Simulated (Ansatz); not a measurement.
Ansatz input

```yaml
crystal:
  lattice:
    - [-1.5656849005, 1.5656849005, 1.5656849005]
    - [1.5656849005, -1.5656849005, 1.5656849005]
    - [1.5656849005, 1.5656849005, -1.5656849005]
  atoms:
    - { symbol: Zn, position: [0.0, 0.0, 0.0] }
hamiltonian:
  xc: pbe
  pseudopotentials:
    kind: paw_fr
    azcp:
      Zn: "pseudopotentials/Zn.paw.azcp"
basis:
  ecutwfc: 420
  fft_grid_basis: typed
kpoints:
  mp_grid: { grid: [14, 14, 14], shift: [0, 0, 0] }
magnetization:
  noncollinear: true
  spin_orbit: true
scf:
  occupations: { method: fermi_dirac, width: 0.1 }
```

Output

```
Engine: ansatz 0.2.0, x86_64-unknown-linux-gnu
Pseudopotentials: kind: paw_fr
Pseudopotential: Zn, paw_fr, valence charge 12, recommended cutoff 420 eV (normal) 
Functional definition: PBE
  parameter kappa = 0.804
  parameter beta = 0.06672455060314922
  exchange = pbe_x(kappa = kappa, mu = beta*pi^2/3)
  correlation = pbe_c(beta = beta)
non-collinear run that drives no moment, with spin-orbit: no starting moment large enough to seed its density (crystal.atoms[].spin), no starting occupations that ask for one, no magnetisation constraint and no magnetic field, so the semilocal B_xc is pinned to zero
Crystal: 1 atoms, lattice volume = 15.352 Å³
Basis set: ecut = 420 eV, 321 PW (Γ)
Bands: 20, of which v1, the nominal top of the filled ones, is band 12 counted from 1 (11 counted from 0)
Symmetry: 48 space group operations + 48 with time reversal
Magnetic group: BNS 229.141 (UNI 1643), of the structure as read, at distance tolerance 2.5e-5 Å
k-points: 104 of 2744
Projection manifold: j_resolved (fully-relativistic pseudo-atomic orbitals)
Non-local potential: Zn, projectors of the file, l = 0: 2, l = 1: 4, l = 2: 6, l = 3: 2
PAW form: soft (Blöchl's): semilocal exchange-correlation on the pseudo side does not see the compensation charge
PAW one-centre angular grid: Zn, 590 points (default); XC on 64 Gauss nodes
Initial density: superposition of atomic densities (chi_scale 0.1, normalization cell)
Initial wavefunctions: pseudopotential atomic-orbital guess
Functional: x = pbe(κ = 0.804, μ = 0.2195149727645171), c = pbe(β = 0.06672455060314922)
SCF iter   1: F=—  HF=-3319.114030 eV  |F-HF|=—  |Δ(HF+E_count)|=         —  Δρ=4.79e-2  dr2=3.26e-1  dr2_m=0.00e0 (ungated)  ethr=3.10e-3  |M|=0.00e0 ∫|m|=0.00e0 μB  |m|>n=0.0e0 m-floor=0.0e0 τ_xc=0.0e0  β_m=0.30  ⟨swp⟩=5.5  Hψ=5398  notcnv=0  defer=6
SCF iter   2: F=—  HF=-3319.027121 eV  |F-HF|=—  |Δ(HF+E_count)|=   8.69e-2  Δρ=1.64e-2  dr2=3.16e-2  dr2_m=0.00e0 (ungated)  ethr=2.71e-3  |M|=0.00e0 ∫|m|=0.00e0 μB  |m|>n=0.0e0 m-floor=0.0e0 τ_xc=0.0e0  β_m=0.33  ⟨swp⟩=3.0  Hψ=2285  notcnv=0  defer=238
SCF iter   3: F=—  HF=-3319.019602 eV  |F-HF|=—  |Δ(HF+E_count)|=   7.52e-3  Δρ=1.02e-2  dr2=1.20e-2  dr2_m=0.00e0 (ungated)  ethr=2.63e-4  |M|=0.00e0 ∫|m|=0.00e0 μB  |m|>n=0.0e0 m-floor=0.0e0 τ_xc=0.0e0  β_m=0.51  ⟨swp⟩=1.0  Hψ=1177  notcnv=0  defer=242
SCF iter   4: F=—  HF=-3319.016661 eV  |F-HF|=—  |Δ(HF+E_count)|=   2.94e-3  Δρ=2.15e-3  dr2=2.26e-4  dr2_m=0.00e0 (ungated)  ethr=1.00e-4  |M|=0.00e0 ∫|m|=0.00e0 μB  |m|>n=0.0e0 m-floor=0.0e0 τ_xc=0.0e0  β_m=0.75  ⟨swp⟩=2.1  Hψ=1498  notcnv=0  defer=242
SCF iter   5: F=—  HF=-3319.016757 eV  |F-HF|=—  |Δ(HF+E_count)|=   9.55e-5  Δρ=1.03e-4  dr2=5.43e-7  dr2_m=0.00e0 (ungated)  ethr=1.88e-6  |M|=0.00e0 ∫|m|=0.00e0 μB  |m|>n=0.0e0 m-floor=0.0e0 τ_xc=0.0e0  β_m=0.58  ⟨swp⟩=1.1  Hψ=929  notcnv=0  defer=242
SCF iter   6: F=—  HF=-3319.016754 eV  |F-HF|=—  |Δ(HF+E_count)|=   2.47e-6  Δρ=1.19e-5  dr2=1.04e-8  dr2_m=0.00e0 (ungated)  ethr=8.33e-10  |M|=0.00e0 ∫|m|=0.00e0 μB  |m|>n=0.0e0 m-floor=0.0e0 τ_xc=0.0e0  β_m=0.77  ⟨swp⟩=3.7  Hψ=2947  notcnv=0
SCF iter   7: F=-3319.016754 eV  HF=-3319.016754 eV  |F-HF|=2.48e-10  |Δ(HF+E_count)|=   1.37e-9  Δρ=1.45e-6  dr2=1.30e-10  dr2_m=0.00e0 (ungated)  ethr=8.65e-11  |M|=0.00e0 ∫|m|=0.00e0 μB  |m|>n=0.0e0 m-floor=0.0e0 τ_xc=0.0e0  ⟨swp⟩=1.1  Hψ=3033  notcnv=0
SCF 1 converged in 7 iterations: F = -3319.016754 eV  dr2 = 1.30e-10
SCF converged after 7 iterations
Magnetization: |M| = 0.0000 μB,  M = (+0.0000, +0.0000, +0.0000) μB
Absolute magnetization: 0.0000 μB (∫|m|)
  site 0: m = (+0.0000, +0.0000, +0.0000) μB, |m| = 0.0000 μB  (R = 1.12 Å)
Free energy (F): -3319.016754 eV
Harris-Foulkes:  -3319.016754 eV  (|F-HF|=2.48e-10)
Internal energy: -3319.005301 eV  (E = F + TS)
E sigma→0 (E₀):  -3319.011028 eV
Entropy (-TS):   -0.011454 eV (-11.454 meV/atom)
Fermi energy:    10.998543 eV
--- Per-component energies (eV) ---
  E_band       = 47.992775
  E_kinetic    = 130.865963
  E_local      = -1537.073818  (includes V_loc(G=0)·N_el)
  E_nonlocal   = 611.031526
  E_hartree    = 644.001817
  E_xc         = -137.560562
  E_vxc        = -52.397561  (∫ρ·V_xc dr)
  E_paw        = -1825.345358  (= ΣΔE_a)
  E_vpaw       = -392.436991  (= ΣTr[D̂ρ^β])
  E_aug_tail   = -0.000320  (compensation charges beyond the density's cutoff)
  E_ewald      = -1204.924550
  E_smearing   = -0.011454  (= −TS)
  E_closure    = 0.000000  (closes the sum)
  Σ components = -3319.016754   (vs F -3319.016754, Δ=0.00e0)
```
